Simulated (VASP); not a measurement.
# BaTe (Fm-3m) in VASP: a series of runs

The runs below take BaTe through band structure, G0W0 quasiparticle levels, with r2SCAN, PBE, PBE0.

Program: VASP 6.6.1. These are calculated values, not measurements. Logs are shortened: lines on timing, memory, paths and dates and some standing lists are left out, and cuts for length are marked.

**1. The structure**

Symmetry: Fm-3m, No. 225, cubic system. Conventional cell: a = 6.820 Å, b = 6.820 Å, c = 6.820 Å, α = 90.00°, β = 90.00°, γ = 90.00°. Around Ba (site symmetry m-3m) lie 6 Te at 3.41 Å. Around Te (site symmetry m-3m) lie 6 Ba at 3.41 Å.

**2. Band structure, r2SCAN**

The input, INCAR:

```
SYSTEM = BaTe
PREC = Accurate
ENCUT = 520
EDIFF = 1E-6
ISMEAR = 0
SIGMA = 0.02
LREAL = .FALSE.
LASPH = .TRUE.
NELM = 80
ALGO = Normal
ISIF = 2
LWAVE = .FALSE.
LCHARG = .FALSE.
METAGGA = R2SCAN
LMIXTAU = .TRUE.
NBANDS = 15
```

The input, KPOINTS:

```
Automatic mesh
0
G
  6 6 6
  0 0 0
```

The input, POSCAR:

```
BaTe
1.0
    0.0000000000      3.4100000000      3.4100000000
    3.4100000000      0.0000000000      3.4100000000
    3.4100000000      3.4100000000      0.0000000000
Ba Te
1 1
Direct
    0.0000000000      0.0000000000      0.0000000000
    0.5000000000      0.5000000000      0.5000000000
```

The input, KPOINTS_OPT:

```
path GXWKGLUWLK,UX
10
line-mode
reciprocal
 0.0000000000  0.0000000000  0.0000000000  G
 0.5000000000  0.0000000000  0.5000000000  X

 0.5000000000  0.0000000000  0.5000000000  X
 0.5000000000  0.2500000000  0.7500000000  W

 0.5000000000  0.2500000000  0.7500000000  W
 0.3750000000  0.3750000000  0.7500000000  K

 0.3750000000  0.3750000000  0.7500000000  K
 0.0000000000  0.0000000000  0.0000000000  G

 0.0000000000  0.0000000000  0.0000000000  G
 0.5000000000  0.5000000000  0.5000000000  L

 0.5000000000  0.5000000000  0.5000000000  L
 0.6250000000  0.2500000000  0.6250000000  U

 0.6250000000  0.2500000000  0.6250000000  U
 0.5000000000  0.2500000000  0.7500000000  W

 0.5000000000  0.2500000000  0.7500000000  W
 0.5000000000  0.5000000000  0.5000000000  L

 0.5000000000  0.5000000000  0.5000000000  L
 0.3750000000  0.3750000000  0.7500000000  K

 0.6250000000  0.2500000000  0.6250000000  U
 0.5000000000  0.0000000000  0.5000000000  X
```

Potentials or basis: VASP PAW PBE potentials, release 64 (Ba_sv, Te).

On the command line:

```sh
$ cat potpaw_PBE.64/Ba_sv/POTCAR potpaw_PBE.64/Te/POTCAR > POTCAR
$ mpirun -np 1 vasp_std > vasp.out
```

OUTCAR:

```text
SYSTEM = BaTe
   PREC = Accurate
   ENCUT = 520
   EDIFF = 1E-6
   ISMEAR = 0
   LREAL = .FALSE.
   LASPH = .TRUE.
   NELM = 80
   ISIF = 2
   METAGGA = R2SCAN

 ion  position               nearest neighbor table
   1  0.000  0.000  0.000-   2 3.41   2 3.41   2 3.41   2 3.41   2 3.41   2 3.41
   2  0.500  0.500  0.500-   1 3.41   1 3.41   1 3.41   1 3.41   1 3.41   1 3.41

  LATTYP: Found a face centered cubic cell.
 ALAT       =     6.8200000000

  Lattice vectors:

 A1 = (   0.0000000000,   3.4100000000,   3.4100000000)
 A2 = (   3.4100000000,   0.0000000000,   3.4100000000)
 A3 = (   3.4100000000,   3.4100000000,   0.0000000000)

Analysis of symmetry for initial positions (statically):
=====================================================================
 Subroutine PRICEL returns:
 Original cell was already a primitive cell.

 Routine SETGRP: Setting up the symmetry group for a
 face centered cubic supercell.

 Subroutine GETGRP returns: Found 48 space group operations
 (whereof 48 operations were pure point group operations)
 out of a pool of 48 trial point group operations.

The static configuration has the point symmetry O_h .

Analysis of symmetry for dynamics (positions and initial velocities):
=====================================================================
 Subroutine PRICEL returns:
 Original cell was already a primitive cell.

 Routine SETGRP: Setting up the symmetry group for a
 face centered cubic supercell.

 Subroutine GETGRP returns: Found 48 space group operations
 (whereof 48 operations were pure point group operations)
 out of a pool of 48 trial point group operations.

The dynamic configuration has the point symmetry O_h .

 Subroutine INISYM returns: Found 48 space group operations
 (whereof 48 operations are pure point group operations),
 and found     1 'primitive' translations

----------------------------------------------------------------------------------------

                                     Primitive cell

  volume of cell :      79.3036

  direct lattice vectors                    reciprocal lattice vectors
     0.000000000  3.410000000  3.410000000    -0.146627566  0.146627566  0.146627566
     3.410000000  0.000000000  3.410000000     0.146627566 -0.146627566  0.146627566
     3.410000000  3.410000000  0.000000000     0.146627566  0.146627566 -0.146627566

  length of vectors
     4.822468248  4.822468248  4.822468248     0.253966394  0.253966394  0.253966394

  position of ions in fractional coordinates (direct lattice)
     0.000000000  0.000000000  0.000000000
     0.500000000  0.500000000  0.500000000

  ion indices of the primitive-cell ions
   primitive index   ion index
                 1           1
                 2           2

----------------------------------------------------------------------------------------

 KPOINTS: Automatic mesh

Automatic generation of k-mesh.
 Grid dimensions read from file:
 generate k-points for:    6    6    6

 Generating k-lattice:

  Cartesian coordinates                     Fractional coordinates (reciprocal lattice)
    -0.024437928  0.024437928  0.024437928     0.166666667  0.000000000  0.000000000
     0.024437928 -0.024437928  0.024437928     0.000000000  0.166666667  0.000000000
     0.024437928  0.024437928 -0.024437928     0.000000000  0.000000000  0.166666667

  Length of vectors
     0.042327732  0.042327732  0.042327732

  Shift w.r.t. Gamma in fractional coordinates (k-lattice)
     0.000000000  0.000000000  0.000000000

 Subroutine IBZKPT returns following result:
 ===========================================

 Found     16 irreducible k-points:

 Following reciprocal coordinates:
            Coordinates               Weight
  0.000000  0.000000  0.000000      1.000000
  0.166667  0.000000  0.000000      8.000000
  0.333333  0.000000  0.000000      8.000000
  0.500000  0.000000  0.000000      4.000000
  0.166667  0.166667  0.000000      6.000000
  0.333333  0.166667  0.000000     24.000000
[... 8 lines left out ...]
 -0.333333  0.333333  0.166667     24.000000
 -0.333333  0.500000  0.166667     12.000000
   k-points           NKPTS =     16   k-points in BZ     NKDIM =     16   number of bands    NBANDS=     15
   number of dos      NEDOS =    301   number of ions     NIONS =      2
   total plane-waves  NPLWV =  46656
   dimension x,y,z NGX =    36 NGY =   36 NGZ =   36
   dimension x,y,z NGXF=    72 NGYF=   72 NGZF=   72
   ions per type =               1   1
   NGX,Y,Z   is equivalent  to a cutoff of  12.41, 12.41, 12.41 a.u.
   NGXF,Y,Z  is equivalent  to a cutoff of  24.82, 24.82, 24.82 a.u.
 SYSTEM =  BaTe
   PREC   = accura    normal or accurate (medium, high low for compatibility)
   ISTART =      0    job   : 0-new  1-cont  2-samecut
   ICHARG =      2    charge: 1-file 2-atom 10-const
   ISPIN  =      1    spin polarized calculation?
   LNONCOLLINEAR =      F non collinear calculations
   LSORBIT =      F    spin-orbit coupling
   LASPH  =      T    aspherical Exc in radial PAW
   ENCUT  =  520.0 eV  38.22 Ry    6.18 a.u.   8.97  8.97  8.97*2*pi/ulx,y,z
   NELM   =     80;   NELMIN=  2; NELMDL= -5     # of ELM steps
   EDIFF  = 0.1E-05   stopping-criterion for ELM
   LREAL  =      F    real-space projection
   EDIFFG = 0.1E-04   stopping-criterion for IOM
   NSW    =      0    number of steps for IOM
   IBRION =     -1    ionic relax: 0-MD 1-quasi-New 2-CG
   NFREE  =      0    steps in history (QN), initial steepest desc. (CG)
   ISIF   =      2    stress and relaxation
   ISYM   =      2    0-nonsym 1-usesym 2-fastsym
   POTIM  = 0.5000    time-step for ionic-motion
   TEBEG  =    0.0;   TEEND  =   0.0 temperature during run
   PSTRESS=    0.0 pullay stress
   NELECT =      16.0000    total number of electrons
   NUPDOWN=      -1.0000    fix difference up-down
   EMIN   =  10.00;   EMAX   =-10.00  energy-range for DOS
   EFERMI =   0.00;   METHOD = LEGACY
   ISMEAR =     0;   SIGMA  =   0.02  broadening in eV -4-tet -1-fermi 0-gaus
   EFERMI_NEDOS =   21; number of points for ismear=-14 and -15
   IALGO  =     38    algorithm
   IMIX   =      4    mixing-type and parameters
     AMIX     =   0.40;   BMIX     =  1.00
     AMIX_MAG =   1.60;   BMIX_MAG =  1.00
  volume/ion in A,a.u.               =      39.65       267.58
  Fermi-wavevector in a.u.,A,eV,Ry     =   0.960175  1.814468 12.543704  0.921936
  Thomas-Fermi vector in A             =   2.089436
   LORBIT       =      0    0 simple, 1 ext, 2 COOP (PROOUT), +10 PAW based schemes
   METAGGA = R2SCAN    functional components
   LHFCALC =     F    Hartree Fock is set to
   AEXX    =    0.0000 exact exchange contribution
   IVDW    =     0    specifies the selected vdW correction
   LEPSILON=     F    determine dielectric tensor
   LRPA    =     F    only Hartree local field effects (RPA)
 non-spin polarized calculation
 Gauss-broadening in eV      SIGMA  =   0.02
  energy-cutoff  :      520.00
  volume of cell :       79.30
 maximum number of plane-waves:      2158
   NGX = 17   NGY = 17   NGZ = 17

 number of electron      16.0000000 magnetization

 Free energy of the ion-electron system (eV)
  ---------------------------------------------------
  ext. energy  EPLUGINS =         0.00000000
  ---------------------------------------------------
  free energy    TOTEN  =       -55.90584980 eV

  energy without entropy =      -55.90584980  energy(sigma->0) =      -55.90584980

 E-fermi :   2.7616     XC(G=0):  -8.9655

 val. band max:        2.5879154876   @ k =   0.0000   0.0000   0.0000
 cond. band min:       4.2727589041   @ k =   0.5000   0.5000   0.0000
 fundamental gap:      1.6848434165
 Fermi energy:         2.7615610695

 k-point     1 :       0.0000    0.0000    0.0000
  band No.  band energies     occupation
      1     -25.0258      2.00000
      2      -9.7761      2.00000
      3      -9.7761      2.00000
      4      -9.7761      2.00000
      5      -7.4169      2.00000
      6       2.5879      2.00000
      7       2.5879      2.00000
      8       2.5879      2.00000
      9       5.8671      0.00000
     10       5.8671      0.00000
     11       5.8671      0.00000
     12       6.5293      0.00000
     13       6.6338      0.00000
     14       6.6338      0.00000
     15      10.1071      0.00000

 k-point     2 :       0.1667    0.0000    0.0000
  band No.  band energies     occupation
      1     -25.0203      2.00000
      2      -9.9696      2.00000
      3      -9.7789      2.00000
      4      -9.7789      2.00000
      5      -7.1317      2.00000
      6       1.7501      2.00000
      7       2.1528      2.00000
      8       2.1528      2.00000
      9       5.9797      0.00000
     10       6.2503      0.00000
     11       6.2503      0.00000
     12       7.5073      0.00000
     13       7.5073      0.00000
     14       7.5919      0.00000
     15      11.0574      0.00000

 k-point     3 :       0.3333    0.0000    0.0000
  band No.  band energies     occupation
      1     -25.0094      2.00000
      2     -10.2768      2.00000
      3      -9.7844      2.00000
      4      -9.7844      2.00000
      5      -6.6213      2.00000
      6       0.6070      2.00000
      7       1.5349      2.00000
      8       1.5349      2.00000
      9       6.4709      0.00000
     10       7.2412      0.00000
     11       7.2412      0.00000
     12       8.8873      0.00000
     13       9.4075      0.00000
     14       9.4075      0.00000
     15      11.8455      0.00000
[... 199 lines left out ...]
 k-point    15 :      -0.3333    0.3333    0.1667
  band No.  band energies     occupation
      1     -24.9986      2.00000
      2     -10.1800      2.00000
      3      -9.9338      2.00000
      4      -9.8657      2.00000
      5      -6.7452      2.00000
      6       0.8693      2.00000
      7       1.5324      2.00000
      8       1.5375      2.00000
      9       6.6290      0.00000
     10       6.7605      0.00000
     11       8.7407      0.00000
     12       8.8732      0.00000
     13       8.9516      0.00000
     14      10.7618      0.00000
     15      12.0294      0.00000

 k-point    16 :      -0.3333    0.5000    0.1667
  band No.  band energies     occupation
      1     -24.9968      2.00000
      2     -10.0245      2.00000
      3      -9.9835      2.00000
      4      -9.9370      2.00000
      5      -6.9466      2.00000
      6       1.3918      2.00000
      7       1.4902      2.00000
      8       1.8042      2.00000
      9       5.4456      0.00000
     10       7.7192      0.00000
     11       8.1087      0.00000
     12       8.8283      0.00000
     13       9.1392      0.00000
     14      10.2396      0.00000
     15      11.6833      0.00000

------------------------ aborting loop because EDIFF is reached ----------------------------------------

  FORCE on cell =-STRESS in cart. coord.  units (eV):
  Direction    XX          YY          ZZ          XY          YZ          ZX
  --------------------------------------------------------------------------------------
  -------------------------------------------------------------------------------------
  Total        2.2374187      2.2374187      2.2374187      0.0000000     -0.0000000      0.0000000
  in kB       45.2027352     45.2027352     45.2027352      0.0000000     -0.0000000      0.0000000
  external PRESSURE =      45.2027352 kB  Pullay stress =       0.0000000 kB

 VOLUME and BASIS-vectors are now :
 -----------------------------------------------------------------------------
  energy-cutoff  :      520.00
  volume of cell :       79.30
      direct lattice vectors                 reciprocal lattice vectors
     0.000000000  3.410000000  3.410000000    -0.146627566  0.146627566  0.146627566
     3.410000000  0.000000000  3.410000000     0.146627566 -0.146627566  0.146627566
     3.410000000  3.410000000  0.000000000     0.146627566  0.146627566 -0.146627566

 POSITION                                       TOTAL-FORCE (eV/Angst)
 -----------------------------------------------------------------------------------
      0.00000      0.00000      0.00000         0.000000      0.000000      0.000000
      3.41000      3.41000      3.41000        -0.000000     -0.000000     -0.000000
 -----------------------------------------------------------------------------------
    total drift:                                0.000000      0.000000      0.000000

  FREE ENERGIE OF THE ION-ELECTRON SYSTEM (eV)
  ---------------------------------------------------
  free  energy   TOTEN  =       -55.9058498017 eV

  energy  without entropy=      -55.9058498017  energy(sigma->0) =      -55.90584980
```

It took 1.8 min on 1 thread of Intel Xeon 6975P-C (Granite Rapids), shared host; peak memory 0.22 GiB.

Results:

- Free energy: -55.9058 eV
- Pressure: 4.5 GPa
- Band gap on the k mesh: 1.68 eV, indirect (least direct gap 2.07 eV)
- Band gap along the path: 1.68 eV, indirect (least direct gap 2.07 eV)

Levels at the corners of the path, in eV from the valence-band top:
```tsv
point	band 6	band 7	band 8	band 9	band 10	band 11
Γ	0.00	0.00	0.00	3.28	3.28	3.28
X	-1.16	-0.38	-0.38	1.68	5.06	5.74
X	-1.16	-0.38	-0.38	1.68	5.06	5.74
W	-1.43	-0.98	-0.98	3.95	3.95	5.67
W	-1.43	-0.98	-0.98	3.95	3.95	5.67
K	-1.36	-1.10	-0.86	2.89	5.68	5.86
K	-1.36	-1.10	-0.86	2.89	5.68	5.86
Γ	0.00	0.00	0.00	3.28	3.28	3.28
Γ	0.00	0.00	0.00	3.28	3.28	3.28
L	-2.45	-1.30	-1.30	4.76	5.46	5.57
L	-2.45	-1.30	-1.30	4.76	5.46	5.57
U	-1.36	-1.10	-0.86	2.89	5.68	5.86
U	-1.36	-1.10	-0.86	2.89	5.68	5.86
W	-1.43	-0.98	-0.98	3.95	3.95	5.67
W	-1.43	-0.98	-0.98	3.95	3.95	5.67
L	-2.45	-1.30	-1.30	4.76	5.46	5.57
L	-2.45	-1.30	-1.30	4.76	5.46	5.57
K	-1.36	-1.10	-0.86	2.89	5.68	5.86
U	-1.36	-1.10	-0.86	2.89	5.68	5.86
X	-1.16	-0.38	-0.38	1.68	5.06	5.74
```

Caveat: the PAW data sets were made with another functional, which shifts forces and pressure a little; spin-orbit coupling is left out, which moves the levels of the heavy elements.

**3. Band structure, PBE, non-collinear spin, zero start, spin-orbit coupling**

INCAR, as its differences from that of step 2:

```diff
@@ -13,4 +13,7 @@
 LCHARG = .FALSE.
-METAGGA = R2SCAN
-LMIXTAU = .TRUE.
-NBANDS = 15
+MAGMOM = 0 0 0 0 0 0
+LORBIT = 11
+LSORBIT = .TRUE.
+GGA_COMPAT = .FALSE.
+GGA = PE
+NBANDS = 28
```

KPOINTS is that of step 2.

POSCAR is that of step 2.

KPOINTS_OPT is that of step 2.

Potentials or basis: VASP PAW PBE potentials, release 64 (Ba_sv, Te).

On the command line:

```sh
$ cat potpaw_PBE.64/Ba_sv/POTCAR potpaw_PBE.64/Te/POTCAR > POTCAR
$ mpirun -np 1 vasp_ncl > vasp.out
```

It took 2.1 min on 1 thread of Intel Xeon 6975P-C (Granite Rapids), shared host; peak memory 0.4 GiB.

The run converged. Its results:

```yaml
Free_energy: -8.8027 eV
Pressure: 4.2 GPa
Net_moment: 0.00 μB per cell
Valence_electrons_inside_the_program's_atomic_spheres: Ba 7.94; Te 3.51
```

Moments on the atoms (μB; x, y, z):
```
Ba  0.00 0.00 0.00
Te  0.00 0.00 0.00
```

(Part 1 of 2 ends here.)
